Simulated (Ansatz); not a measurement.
GaP: what the electron mass says about interband coupling

The calculation used Ansatz 0.2.0, DFT PBE, scalar-relativistic, plane waves, PAW.

Settings: cutoff 420 eV, Γ-centred mesh 8×8×8 on the computed 2-atom cell, Gaussian smearing of 0.02 eV; no spin polarisation.

Relaxed cell: F-43m, a = 5.505 Å, b = 5.505 Å, c = 5.505 Å, α = 90.00°, β = 90.00°, γ = 90.00°, 2 atoms in the primitive cell.

The direct gap at Γ is 1.583 eV, though the valley at L lies within 0.03 eV of the conduction edge, and at Γ the conduction band has a mass of 0.1015 mₑ and the lightest hole 0.0986 mₑ, both along x. In the real crystal the conduction edge lies at or near X, not at Γ.

Question: Use two-band k·p theory to get the Kane energy. As an exercise, what mass follows if the true gap is 1.5 times the computed one (semilocal functionals can miss by more, threefold or worse in zinc and cadmium oxides)?

Answer: Coupling to the valence top alone gives mₑ/m* = 1 + E_P/E_g, so E_P = E_g (mₑ/m* − 1) = 1.583 × (9.85 − 1) = 14.0 eV. The light hole is the mirror band, mₑ/mₗₕ = E_P/E_g − 1, and gives 17.6 eV; the spread shows what other bands add. Fits to experiment give about 15 to 31 eV for common tetrahedral semiconductors; the figure from the electron is a net one, lowered by higher conduction bands, and semilocal functionals tend to give less. With E_P fixed and E_g = 2.37 eV the mass becomes 0.145 mₑ: in this model the mass grows with the gap, in proportion where E_P ≫ E_g, which is why functionals that close gaps give light electrons. A correction that opens the gap also strengthens the coupling, so the true mass usually rises less. Remote bands and spin-orbit splitting are left out of the model.